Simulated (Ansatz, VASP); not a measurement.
## Two plane-wave programs on Be

```
Be
1.0
     2.25375    0.00000    0.00000
    -1.12687    1.95180    0.00000
     0.00000    0.00000    7.18491
Be
4
Direct
  0.00000 0.00000 0.00000
  0.33333 0.66667 0.25000
  0.00000 0.00000 0.50000
  0.66667 0.33333 0.75000
```

Alike in both runs: functional r2SCAN; k mesh 21 × 21 × 6; occupations gaussian, width 0.1 eV; no spin polarisation.

Ansatz relaxed the structure, and its values are those at the end. VASP's run is a single point on that final structure, the one shown.

```csv
,VASP,Ansatz
version,VASP 6.6.1,Ansatz 0.2.0
potentials or method,"VASP PAW PBE potentials, release 64 (Be)","scalar-relativistic, plane waves, PAW"
plane-wave cutoff (eV),520,500
valence electrons in the cell,8,8
```

```tsv
	VASP	Ansatz	Ansatz less VASP
gap on the k mesh at the Fermi level (eV)	none	none	-
pressure (GPa)	0.2	0.0	-0.18
```

A gap of «none» marks a metal or a gap that the smearing closes.

Caveats: the PAW data sets were made with another functional, which shifts forces and pressure a little (VASP).
